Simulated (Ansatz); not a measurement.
# Ag (Im-3m) in Ansatz: single point with PBE

Aim: the single point of Ag with PBE.

All numbers are computed with Ansatz 0.2.0; they aren't measurements. Logs are shortened: lines on timing, memory, paths and dates and some standing lists are left out, and cuts for length are marked.

## Step 1: The crystal as given

Symmetry: Im-3m, No. 229, cubic system. Conventional cell: a = 3.311 Å, b = 3.311 Å, c = 3.311 Å, α = 90.00°, β = 90.00°, γ = 90.00°. Around Ag (site symmetry m-3m) lie 8 Ag at 2.87 Å.

This isn't the form of Ag at room conditions, which is fcc.

## Step 2: Single point, PBE

input.yaml

```yaml
crystal:
  lattice:
    - [-1.655654, 1.655654, 1.655654]
    - [1.655654, -1.655654, 1.655654]
    - [1.655654, 1.655654, -1.655654]
  atoms:
    - { symbol: Ag, position: [0.0, 0.0, 0.0] }
hamiltonian:
  xc: pbe
  pseudopotentials: { kind: paw }
kpoints:
  mp_grid: { grid: [11, 11, 11] }
scf:
  occupations: { method: gaussian, width: 0.012 }
output:
  forces: true
  stress: true
  eigenvalues: true
```

Potentials or basis: Ansatz PAW.

The run is started by

```sh
ansatz run input.yaml --threads 2 --pin off --max-ram 5632MiB --backend cpu --events-out ev --progress --plain --runs-dir out
```

The log of the run:

```text
Warning: RAYON_NUM_THREADS=2 ignored (pool sized by the plan → 2); use --threads N
Engine: ansatz 0.2.0, aarch64-unknown-linux-gnu
Pseudopotentials: kind: paw
Pseudopotential: Ag, paw, valence charge 19, recommended cutoff 420 eV (normal), Ag.paw.azcp
Functional definition: PBE
  parameter kappa = 0.804
  parameter beta = 0.06672455060314922
  exchange = pbe_x(kappa = kappa, mu = beta*pi^2/3)
  correlation = pbe_c(beta = beta)
Crystal: 1 atoms, lattice volume = 18.154 Å³
Basis set: ecut = 420 eV, 369 PW (Γ), exchange–correlation on 40×40×40 points (8 copies of the dense FFT grid, shifted against one another)
Bands: 14, of which v1, the nominal top of the filled ones, is band 10 counted from 1 (9 counted from 0)
Symmetry: 48 space group operations
Space group: Im-3m (ITA 229), of the structure as read, at distance tolerance 2.6e-5 Å
k-points: 56 of 1331
Non-local potential: Ag, projectors of the file, l = 0: 3, l = 1: 2, l = 2: 2, l = 3: 1
PAW form: soft (Blöchl's): semilocal exchange-correlation on the pseudo side does not see the compensation charge
PAW one-centre angular grid: Ag, 590 points (default); XC on 64 Gauss nodes
Initial density: superposition of atomic densities (neutral atoms: chi_scale 0, normalization atom), corrected by the library's trained network
Initial wavefunctions: pseudopotential atomic-orbital guess
Functional: x = pbe(κ = 0.804, μ = 0.2195149727645171), c = pbe(β = 0.06672455060314922)
SCF iter   1: F=—  HF=-7590.528403 eV  |F-HF|=—  |Δ(HF+E_count)|=         —  Δρ=8.52e-4  dr2=3.19e-5  ethr=1.77e-3  ⟨swp⟩=4.8  Hψ=4044  notcnv=0
preconditioner: auto → none  [insulator: Δε(μ)=0.221 eV  Ē_g=15.826 eV  σ=0.012 eV  W_gap=0.55  n_scr=12 (ndim 8)  ℏωp=28.9 eV  f_vac=0.000  D(μ)=3.36/eV (n_scr^D=54)  ε∞_Penn≈4.3]
SCF iter   2: F=—  HF=-7590.528591 eV  |F-HF|=—  |Δ(HF+E_count)|=   1.88e-4  Δρ=4.46e-4  dr2=7.72e-6  ethr=1.68e-7  ⟨swp⟩=2.1  Hψ=1913  notcnv=0  defer=4
SCF iter   3: F=—  HF=-7590.528617 eV  |F-HF|=—  |Δ(HF+E_count)|=   2.56e-5  Δρ=1.72e-4  dr2=4.55e-6  ethr=4.06e-8  ⟨swp⟩=2.0  Hψ=1290  notcnv=0  defer=4
iter 4 did not close the SCF: its close was put off for the readings that it lacked (scf_convergence_deferred on its scf_iter line)
SCF iter   4: F=-7590.528615 eV  HF=-7590.528615 eV  |F-HF|=6.35e-9  |Δ(HF+E_count)|=   1.22e-6  Δρ=2.30e-5  dr2=3.82e-8  ethr=2.39e-8  ⟨swp⟩=2.1  Hψ=1045  notcnv=0  defer=4
iter 5 did not close the SCF: its close was put off for the readings that it lacked (scf_convergence_deferred on its scf_iter line)
SCF iter   5: F=-7590.528615 eV  HF=-7590.528615 eV  |F-HF|=5.31e-9  |Δ(HF+E_count)|=   2.69e-8  Δρ=6.57e-6  dr2=7.22e-9  ethr=2.01e-10  ⟨swp⟩=2.0  Hψ=1290  notcnv=0  defer=4
SCF iter   6: F=-7590.528615 eV  HF=-7590.528615 eV  |F-HF|=4.17e-10  |Δ(HF+E_count)|=   1.60e-9  Δρ=1.82e-6  dr2=5.58e-10  ethr=3.80e-11  ⟨swp⟩=2.9  Hψ=2479  notcnv=0
SCF 1 converged in 6 iterations: F = -7590.528615 eV  dr2 = 5.58e-10
SCF converged after 6 iterations
Free energy (F): -7590.528615 eV
Harris-Foulkes:  -7590.528615 eV  (|F-HF|=4.17e-10)
Internal energy: -7590.528373 eV  (E = F + TS)
E sigma→0 (E₀):  -7590.528494 eV
Entropy (-TS):   -0.000242 eV (-0.242 meV/atom)
Fermi energy:    15.953145 eV
--- Per-component energies (eV) ---
  E_band       = -256.796062
  E_kinetic    = 526.914925
  E_local      = -2291.034004  (includes V_loc(G=0)·N_el)
  E_nonlocal   = 80.152053
  E_hartree    = 1036.718129
  E_xc         = -184.606096
  E_vxc        = -234.532213  (∫ρ·V_xc dr)
  E_paw        = -3902.140050  (= ΣΔE_a)
  E_vpaw       = -411.734918  (= ΣTr[D̂ρ^β])
  E_aug_tail   = 0.000313  (compensation charges beyond the density's cutoff)
  E_ewald      = -2856.533643
  E_smearing   = -0.000242  (= −TS)
  E_closure    = -0.000000  (closes the sum)
  Σ components = -7590.528615   (vs F -7590.528615, Δ=0.00e0)
--- Forces (eV/Å), atoms counted from 1 ---
  atom   1  Ag    -0.00000000     0.00000000    -0.00000000
  max |Σ_I F_I| component: 1.07e-31 eV/Å
--- Stress (GPa, compression-positive) ---
       -0.781749       0.000000      -0.000000
       -0.000000      -0.781749       0.000000
       -0.000000       0.000000      -0.781749
  P = ⅓ Tr σ = -0.7817 GPa (-7.817 kbar)
--- Band table (eV; the first three rows and the last of 56) ---
  k-point 0: bands = ["-75.8110", "-39.2192", "-39.2192", "-39.2192", "8.6619", "11.3142", "11.3142", "11.3142", "12.5218", "12.5218", "33.5908", "33.5908", "33.5908", "39.0873"]
  k-point 1: bands = ["-75.8098", "-39.2298", "-39.2231", "-39.2191", "8.9195", "11.2546", "11.3253", "11.4558", "12.4600", "12.5263", "32.8189", "33.4502", "33.7422", "37.0872"]
  k-point 2: bands = ["-75.8069", "-39.2581", "-39.2335", "-39.2187", "9.5930", "11.0979", "11.4071", "11.8534", "12.3574", "12.5415", "30.1613", "32.4534", "34.1221", "35.1924"]
  k-point 55: bands = ["-75.7860", "-39.3203", "-39.3190", "-39.3190", "10.0721", "10.0909", "13.1162", "13.1162", "13.1704", "21.7890", "22.9647", "22.9647", "28.2654", "28.9656"]
```

Wall time 0.55 s (2 threads of Arm Neoverse V1, shared host); peak memory 0.26 GiB.

What came out:

- Free energy: -7590.5286 eV
- Pressure: -0.8 GPa
- Band gap on the k mesh: none (metal or under the smearing width)

Levels at points of the mesh, in eV from the Fermi level:
| k point | band 7 | band 8 | band 9 | band 10 | band 11 | band 12 | band 13 | band 14 |
| --- | --- | --- | --- | --- | --- | --- | --- | --- |
| (0.00, 0.00, 0.00) | -4.64 | -4.64 | -3.43 | -3.43 | 17.64 | 17.64 | 17.64 | 23.13 |
